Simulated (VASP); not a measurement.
# BeTe (F-43m) in VASP: further runs

The runs below take BeTe through single point, relaxation of cell and atoms, with LDA.

Program: VASP 6.6.1. These are calculated values, not measurements. Logs are shortened: lines on timing, memory, paths and dates and some standing lists are left out, and cuts for length are marked.

**1. Starting point**

The structure is cubic, space group F-43m (No. 216). The conventional cell has a = 5.555 Å, b = 5.555 Å, c = 5.555 Å, α = 90.00°, β = 90.00°, γ = 90.00°. Be (site symmetry -43m) has 4 Te at 2.41 Å as nearest neighbours. Te (site symmetry -43m) has 4 Be at 2.41 Å as nearest neighbours.

**2. Single point, LDA**

File INCAR:

```
PREC = Accurate
ENCUT = 520
EDIFF = 1E-6
ISMEAR = 0
SIGMA = 0.02
LREAL = F
LASPH = T
NELM = 100
ALGO = Fast
ISIF = 2
LWAVE = F
LCHARG = F
NBANDS = 11
```

File KPOINTS:

```
Automatic mesh
0
Gamma
  8 8 8
```

File POSCAR:

```
BeTe
1.0
    0.0000000000      2.7773062662      2.7773062662
    2.7773062662      0.0000000000      2.7773062662
    2.7773062662      2.7773062662      0.0000000000
Be Te
1 1
Direct
    0.0000000000      0.0000000000      0.0000000000
    0.2500000000      0.2500000000      0.2500000000
```

Potentials or basis: VASP PAW LDA potentials, release 64 (Be, Te).

The run is started by

```sh
$ cat potpaw_LDA.64/Be/POTCAR potpaw_LDA.64/Te/POTCAR > POTCAR
$ mpirun -np 1 vasp_std > vasp.out
```

OUTCAR:

```text
PREC = Accurate
   ENCUT = 520
   EDIFF = 1E-6
   ISMEAR = 0
   LREAL = F
   LASPH = T
   NELM = 100
   ISIF = 2

 ion  position               nearest neighbor table
   1  0.000  0.000  0.000-   2 2.41   2 2.41   2 2.41   2 2.41
   2  0.250  0.250  0.250-   1 2.41   1 2.41   1 2.41   1 2.41

  LATTYP: Found a face centered cubic cell.
 ALAT       =     5.5546125324

  Lattice vectors:

 A1 = (   0.0000000000,   2.7773062662,   2.7773062662)
 A2 = (   2.7773062662,   0.0000000000,   2.7773062662)
 A3 = (   2.7773062662,   2.7773062662,   0.0000000000)

Analysis of symmetry for initial positions (statically):
=====================================================================
 Subroutine PRICEL returns:
 Original cell was already a primitive cell.

 Routine SETGRP: Setting up the symmetry group for a
 face centered cubic supercell.

 Subroutine GETGRP returns: Found 24 space group operations
 (whereof 24 operations were pure point group operations)
 out of a pool of 48 trial point group operations.

The static configuration has the point symmetry T_d .

Analysis of symmetry for dynamics (positions and initial velocities):
=====================================================================
 Subroutine PRICEL returns:
 Original cell was already a primitive cell.

 Routine SETGRP: Setting up the symmetry group for a
 face centered cubic supercell.

 Subroutine GETGRP returns: Found 24 space group operations
 (whereof 24 operations were pure point group operations)
 out of a pool of 48 trial point group operations.

The dynamic configuration has the point symmetry T_d .

 Subroutine INISYM returns: Found 24 space group operations
 (whereof 24 operations are pure point group operations),
 and found     1 'primitive' translations

----------------------------------------------------------------------------------------

                                     Primitive cell

  volume of cell :      42.8451

  direct lattice vectors                    reciprocal lattice vectors
     0.000000000  2.777306266  2.777306266    -0.180030559  0.180030559  0.180030559
     2.777306266  0.000000000  2.777306266     0.180030559 -0.180030559  0.180030559
     2.777306266  2.777306266  0.000000000     0.180030559  0.180030559 -0.180030559

  length of vectors
     3.927704189  3.927704189  3.927704189     0.311822075  0.311822075  0.311822075

  position of ions in fractional coordinates (direct lattice)
[... 83 lines left out ...]
   IBRION =     -1    ionic relax: 0-MD 1-quasi-New 2-CG
   NFREE  =      0    steps in history (QN), initial steepest desc. (CG)
   ISIF   =      2    stress and relaxation
   ISYM   =      2    0-nonsym 1-usesym 2-fastsym
   POTIM  = 0.5000    time-step for ionic-motion
   TEBEG  =    0.0;   TEEND  =   0.0 temperature during run
   PSTRESS=    0.0 pullay stress
   NELECT =       8.0000    total number of electrons
   NUPDOWN=      -1.0000    fix difference up-down
   EMIN   =  10.00;   EMAX   =-10.00  energy-range for DOS
   EFERMI =   0.00;   METHOD = LEGACY
   ISMEAR =     0;   SIGMA  =   0.02  broadening in eV -4-tet -1-fermi 0-gaus
   EFERMI_NEDOS =   21; number of points for ismear=-14 and -15
   IALGO  =     68    algorithm
   IMIX   =      4    mixing-type and parameters
     AMIX     =   0.40;   BMIX     =  1.00
     AMIX_MAG =   1.60;   BMIX_MAG =  1.00
  volume/ion in A,a.u.               =      21.42       144.57
  Fermi-wavevector in a.u.,A,eV,Ry     =   0.935702  1.768221 11.912430  0.875539
  Thomas-Fermi vector in A             =   2.062637
   LORBIT       =      0    0 simple, 1 ext, 2 COOP (PROOUT), +10 PAW based schemes
   GGA     = CA    functional components
   LHFCALC =     F    Hartree Fock is set to
   AEXX    =    0.0000 exact exchange contribution
   IVDW    =     0    specifies the selected vdW correction
   LEPSILON=     F    determine dielectric tensor
   LRPA    =     F    only Hartree local field effects (RPA)
 non-spin polarized calculation
 RMM-DIIS sequential band-by-band and
 Gauss-broadening in eV      SIGMA  =   0.02
  energy-cutoff  :      520.00
  volume of cell :       42.85
 maximum number of plane-waves:      1174
 NGX is ok and might be reduce to    30
   NGX = 15   NGY = 15   NGZ = 15

 number of electron       7.9999999 magnetization

 Free energy of the ion-electron system (eV)
  ---------------------------------------------------
  ext. energy  EPLUGINS =         0.00000000
  ---------------------------------------------------
  free energy    TOTEN  =        -8.72649791 eV

  energy without entropy =       -8.72649791  energy(sigma->0) =       -8.72649791

 E-fermi :   5.5158     XC(G=0):  -9.4311

 val. band max:        5.4182919685   @ k =   0.0000   0.0000   0.0000
 cond. band min:       7.1884530900   @ k =   0.5000   0.5000   0.0000
 fundamental gap:      1.7701611215
 Fermi energy:         5.5158278529

 k-point     1 :       0.0000    0.0000    0.0000
  band No.  band energies     occupation
      1      -7.1789      2.00000
      2       5.4183      2.00000
      3       5.4183      2.00000
      4       5.4183      2.00000
      5       8.9676      0.00000
      6       8.9676      0.00000
      7       8.9676      0.00000
      8       9.4493      0.00000
      9      13.6604      0.00000
     10      15.7419      0.00000
     11      15.7419      0.00000
[... 309 lines left out ...]
 k-point    24 :      -0.3750    0.2500    0.1250
  band No.  band energies     occupation
      1      -5.4846      2.00000
      2       0.0670      2.00000
      3       2.3777      2.00000
      4       3.3878      2.00000
      5       9.5383      0.00000
      6       9.8209      0.00000
      7      12.1656      0.00000
      8      13.2241      0.00000
      9      13.8936      0.00000
     10      16.9954      0.00000
     11      17.3556      0.00000

 [... further k-points ...]
[... 5 lines left out ...]
  --------------------------------------------------------------------------------------
  -------------------------------------------------------------------------------------
  Total        0.0732158      0.0732158      0.0732158      0.0000000     -0.0000000      0.0000000
  in kB        2.7378770      2.7378770      2.7378770      0.0000000     -0.0000000      0.0000000
  external PRESSURE =       2.7378770 kB  Pullay stress =       0.0000000 kB

 VOLUME and BASIS-vectors are now :
 -----------------------------------------------------------------------------
  energy-cutoff  :      520.00
  volume of cell :       42.85
      direct lattice vectors                 reciprocal lattice vectors
     0.000000000  2.777306266  2.777306266    -0.180030559  0.180030559  0.180030559
     2.777306266  0.000000000  2.777306266     0.180030559 -0.180030559  0.180030559
     2.777306266  2.777306266  0.000000000     0.180030559  0.180030559 -0.180030559

 POSITION                                       TOTAL-FORCE (eV/Angst)
 -----------------------------------------------------------------------------------
      0.00000      0.00000      0.00000        -0.000000     -0.000000     -0.000000
      1.38865      1.38865      1.38865         0.000000      0.000000      0.000000
 -----------------------------------------------------------------------------------
    total drift:                                0.000000      0.000000      0.000000

  FREE ENERGIE OF THE ION-ELECTRON SYSTEM (eV)
  ---------------------------------------------------
  free  energy   TOTEN  =        -8.7264979144 eV

  energy  without entropy=       -8.7264979144  energy(sigma->0) =       -8.72649791
```

OSZICAR:

```text
N       E                     dE             d eps       ncg     rms          rms(c)
DAV:   1     0.178521916841E+02    0.17852E+02   -0.33603E+03   638   0.593E+02
DAV:   2    -0.789490561328E+01   -0.25747E+02   -0.24233E+02   872   0.852E+01
DAV:   3    -0.893364291919E+01   -0.10387E+01   -0.10374E+01   828   0.190E+01
DAV:   4    -0.894362946892E+01   -0.99865E-02   -0.99857E-02   725   0.219E+00
DAV:   5    -0.894381505834E+01   -0.18559E-03   -0.18559E-03   777   0.285E-01    0.449E+00
RMM:   6    -0.878082038973E+01    0.16299E+00   -0.51668E-02   643   0.106E+00    0.257E+00
RMM:   7    -0.872699552432E+01    0.53825E-01   -0.62743E-02   690   0.128E+00    0.483E-01
RMM:   8    -0.872638123256E+01    0.61429E-03   -0.83594E-03   731   0.593E-01    0.100E-01
RMM:   9    -0.872647426429E+01   -0.93032E-04   -0.91103E-04   774   0.212E-01    0.522E-02
RMM:  10    -0.872649761671E+01   -0.23352E-04   -0.22485E-04   787   0.893E-02    0.286E-02
RMM:  11    -0.872649749783E+01    0.11887E-06   -0.15435E-05   779   0.294E-02    0.793E-03
RMM:  12    -0.872649791436E+01   -0.41653E-06   -0.35469E-06   750   0.135E-02
   1 F= -.87264979E+01 E0= -.87264979E+01  d E =-.310041E-14
```

Wall time 30 s (1 thread of AMD EPYC, shared host); peak memory 0.12 GiB.

What came out:

- Free energy: -8.7265 eV
- Pressure: 0.3 GPa
- Band gap on the k mesh: 1.77 eV, indirect (least direct gap 3.55 eV)

Caveat: spin-orbit coupling is left out, which moves the levels of the heavy elements. A k mesh can miss the band edges.

**3. Relaxation of cell and atoms, LDA**

This run uses another cell than the first one, of 21.25 Å³/atom, 0.992 times its volume.

File INCAR:

```
ALGO     = Normal         # electronic algorithm
EDIFF    = 1E-6           # SCF threshold, eV
EDIFFG   = -0.005         # ionic threshold
ENCUT    = 600            # plane-wave cutoff, eV
GGA      = CA             # functional
IBRION   = 2              # ionic algorithm
ISIF     = 3              # what is computed and relaxed
ISMEAR   = 0              # smearing method
LASPH    = True           # aspherical terms in the spheres
LCHARG   = False          # write CHGCAR
LREAL    = False          # projectors in reciprocal space
LWAVE    = False          # write WAVECAR
NELM     = 100            # most SCF steps
NSW      = 100            # ionic steps
PREC     = Accurate       # precision mode
SIGMA    = 0.02           # smearing width, eV
```

File KPOINTS:

```
k-points
0
Gamma
  8 8 8
```

File POSCAR:

```
BeTe
1.0
    0.0000000000      2.7700000000      2.7700000000
    2.7700000000      0.0000000000      2.7700000000
    2.7700000000      2.7700000000      0.0000000000
Be Te
1 1
Direct
    0.0000000000      0.0000000000      0.0000000000
    0.2500000000      0.2500000000      0.2500000000
```

Potentials or basis: VASP PAW LDA potentials, release 64 (Be, Te).

The run is started by

```sh
$ cat potpaw_LDA.64/Be/POTCAR potpaw_LDA.64/Te/POTCAR > POTCAR
$ mpirun -np 1 vasp_std > vasp.out
```

Run time: 45 s. Hardware: 1 thread of AMD EPYC, shared host; peak memory 0.13 GiB.

The run converged. Its results:

| Quantity | Value |
| --- | --- |
| Free energy | -8.7267 eV |
| Relaxed volume | 21.51 Å³/atom |
| Relaxed cell | a = 3.933 Å, b = 3.933 Å, c = 3.933 Å, α = 60.00°, β = 60.00°, γ = 60.00° |
| Space group after relaxing (to 0.05 Å) | F-43m (No. 216) |
| Energy gained by relaxing | 0.6 meV/atom |
| Ionic steps | 3 |
| Pressure after relaxing | 0.0 GPa |
| Band gap on the k mesh | 1.78 eV, indirect (least direct gap 3.55 eV) |

Step by step:
```tsv
step	energy change (eV)	largest force (eV/Å)	pressure (GPa)	volume (Å³)
1	0.0000	0.0000	0.79	42.51
2	-0.0012	0.0000	-0.19	43.16
3	-0.0013	0.0000	0.00	43.03
```

Final structure:
```cif
data_structure
_symmetry_space_group_name_H-M 'P 1'
_symmetry_Int_Tables_number 1
_cell_length_a 3.9332
_cell_length_b 3.9332
_cell_length_c 3.9332
_cell_angle_alpha 60.000
_cell_angle_beta 60.000
_cell_angle_gamma 60.000
_cell_volume 43.03
loop_
_atom_site_label
_atom_site_type_symbol
_atom_site_fract_x
_atom_site_fract_y
_atom_site_fract_z
_atom_site_occupancy
Be1 Be 0.00000 0.00000 0.00000 1
Te1 Te 0.25000 0.25000 0.25000 1
```

Levels at points of the mesh, in eV from the valence-band top:
```tsv
k point	band 1	band 2	band 3	band 4	band 5	band 6	band 7	band 8
(0.00, 0.00, 0.00)	-12.57	0.00	0.00	0.00	3.55	3.55	3.55	4.00
(0.50, 0.00, 0.00)	-11.14	-5.77	-1.19	-1.19	3.15	4.54	4.54	7.64
(0.50, 0.50, 0.00)	-10.62	-5.28	-2.79	-2.79	1.78	2.60	9.83	9.83
```

Caveat: spin-orbit coupling is left out, which moves the levels of the heavy elements.
